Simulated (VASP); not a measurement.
**A VASP 6.6.1 single-point calculation on CaO**

INCAR

```
IBRION = -1
LREAL = .FALSE.
ISYM = 0
LWAVE = .FALSE.
GGA = PE
ISMEAR = -1
SIGMA = 0.02
LASPH = .TRUE.
NELM = 92
ISIF = 2
EDIFF = 1E-7
PREC = Accurate
ENCUT = 200
NBANDS = 15
LCHARG = .FALSE.
NSW = 0
```

KPOINTS

```
KPOINTS created by Atomic Simulation Environment
0
Gamma
4 4 4
0 0 0
```

POSCAR

```
Ca O
 1.0000000000000000
     0.0000000000000000    2.4455011158000000    2.3735746124000001
     2.4455011158000000    0.0000000000000000    2.3735746124000001
     2.4455011158000000    2.4455011158000000    0.0000000000000000
 Ca  O
   1   1
Cartesian
  0.0000000000000000  0.0000000000000000  0.0000000000000000
  2.4455011158000000  2.4455011158000000  2.3735746124000001
```

The recommended PBE PAW datasets give the neutral cell 16 valence electrons.

Command

```
mpirun -np 1 vasp_std
```

Question: Predict the outcome of this run.

Answer: It converged. Results: gap between bands v and c on the k mesh 3.48 eV; least direct gap on the k mesh 4.23 eV; pressure -116.1 GPa. Band v is the last that the valence electrons fill when counted band by band, and c is the next.

OSZICAR

```
N       E                     dE             d eps       ncg     rms          rms(c)
DAV:   1     0.564021288908E+02    0.56402E+02   -0.47336E+03  1184   0.544E+02
DAV:   2    -0.123107547149E+02   -0.68713E+02   -0.65792E+02  1395   0.184E+02
DAV:   3    -0.138869583613E+02   -0.15762E+01   -0.15738E+01  1213   0.278E+01
DAV:   4    -0.139093638484E+02   -0.22405E-01   -0.22392E-01  1452   0.325E+00
DAV:   5    -0.139101261004E+02   -0.76225E-03   -0.76225E-03  1248   0.459E-01    0.815E+00
DAV:   6    -0.132662587876E+02    0.64387E+00   -0.16395E-01  1331   0.590E+00    0.459E+00
DAV:   7    -0.131646556186E+02    0.10160E+00   -0.50859E-02  1383   0.225E+00    0.130E+00
DAV:   8    -0.131653707004E+02   -0.71508E-03   -0.17789E-02  1290   0.109E+00    0.104E-01
DAV:   9    -0.131666340779E+02   -0.12634E-02   -0.32312E-03  1343   0.366E-01    0.122E-01
DAV:  10    -0.131663574316E+02    0.27665E-03   -0.78688E-04  1353   0.270E-01    0.115E-02
DAV:  11    -0.131663583170E+02   -0.88547E-06   -0.29794E-05  1102   0.428E-02    0.615E-03
DAV:  12    -0.131663581388E+02    0.17820E-06   -0.26070E-06  1395   0.115E-02    0.277E-03
DAV:  13    -0.131663579874E+02    0.15139E-06   -0.31627E-07  1242   0.393E-03    0.716E-04
DAV:  14    -0.131663578809E+02    0.10653E-06   -0.21358E-08   715   0.149E-03    0.209E-04
DAV:  15    -0.131663579040E+02   -0.23089E-07   -0.50304E-09   561   0.454E-04
   1 F= -.13166358E+02 E0= -.13166358E+02  d E =-.953351E-13
```

These settings aren't sound, so the numbers aren't properties of the crystal.

On sound settings PBE gives a gap of 3.53 eV on its mesh and a pressure of 0.0 GPa for the intended cell.
